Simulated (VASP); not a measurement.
Set up this calculation in VASP 6.6.1, as the native input.

```
Task                   : relaxation of cell and atoms
Functional             : PBE
Potentials or basis    : VASP PAW PBE potentials, release 64 (Li_sv)
Cutoff                 : 600 eV
k mesh                 : 8 × 8 × 4
Occupations            : gaussian, width 0.05 eV
Spin                   : no spin polarisation
Dipole correction      : no
Further INCAR settings : ALGO = Normal; EDIFF = 1e-07; IBRION = 2; EDIFFG = -0.03; NSW = 80; ISIF = 3
```

The structure of Li lies in POSCAR:

```
Li
1.0
    3.1090219029      0.0000000000      0.0000000000
   -1.5545109515      2.6924919489      0.0000000000
    0.0000000000      0.0000000000      5.0780691081
Li
2
Direct
    0.3333333333      0.6666666667      0.7500000000
    0.6666666667      0.3333333333      0.2500000000
```

The cell was built by a generator and needn't be a form met in nature.

These files were run (other wordings do the same):

INCAR

```
SYSTEM = Li
ALGO = Normal
EDIFF = 1E-7
EDIFFG = -0.03
ENCUT = 600
GGA = PE
IBRION = 2
ISIF = 3
ISMEAR = 0
LASPH = .True.
LCHARG = .False.
LREAL = .False.
LWAVE = .False.
NELM = 60
NSW = 80
PREC = Accurate
SIGMA = 0.05
```

KPOINTS

```
k-points
0
Gamma
  8 8 4
  0 0 0
```

Potentials or basis: VASP PAW PBE potentials, release 64 (Li_sv).

Run with:

```bash
$ cat potpaw_PBE.64/Li_sv/POTCAR > POTCAR
$ mpirun -np 1 vasp_std > vasp.out
```

It gave:

```json
{
 "Relaxed volume": "20.21 Å³/atom",
 "Relaxed cell": "a = 3.076 Å, b = 3.076 Å, c = 4.931 Å, α = 90.00°, β = 90.00°, γ = 120.00°",
 "Space group after relaxing (to 0.05 Å)": "P6_3/mmc (No. 194)",
 "Energy gained by relaxing": "3.3 meV/atom",
 "Ionic steps": "3",
 "Pressure after relaxing": "-0.1 GPa",
 "Band gap on the k mesh": "none (metal or under the smearing width)"
}
```

Caveat: the cutoff is under 1.25 times the usual one of these potentials, so pressure, stress and relaxed cells hold a basis-set (Pulay) error.

Wall time 26 s on 1 thread of AMD EPYC 7R13 Processor (Zen 3), on a shared host, peak memory 0.13 GiB.
